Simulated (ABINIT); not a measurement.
The system is MnS.

```
CELL_PARAMETERS angstrom
0.00000 2.47346 2.47346
2.47346 0.00000 2.47346
2.47346 2.47346 0.00000
ATOMIC_POSITIONS crystal
Mn 0.00000 0.00000 0.00000
S 0.75000 0.75000 0.75000
```

The cell is a database's computed one.

Base run:

```yaml
Program: ABINIT 10.8.3 (patched build)
Functional: LDA
Potentials_or_basis: JTH PAW LDA v2.0
Cutoff: 544 eV
k_mesh: 7 × 7 × 7
Occupations: fermi-dirac, width 0.05 eV
Spin: collinear spin, ferromagnetic start
Starting_moments: "[4.0, 0.0] μB"
```

Its results: band gap on the k mesh none (metal or under the smearing width); net moment -0.21 μB per cell; site moments Mn -0.19; S +0.00 μB.

Q: The run is repeated on the same cell with these changes: functional from LDA to LDA-PZ; k mesh from 7 × 7 × 7 to 9 × 9 × 9. What comes out?

A: Band gap on the k mesh none (metal or under the smearing width); net moment 0.07 μB per cell; site moments Mn +0.06; S -0.00 μB.

Several settings changed at once, so the effect can't be laid on one alone.

Caveats: the moment fell far below its start of 4 μB, so a state of higher moment may lie lower in energy; semilocal functionals often make such compounds metallic where correlation or magnetic order opens a gap, which also shifts bond lengths.

Not every run made on this cell is shown here.
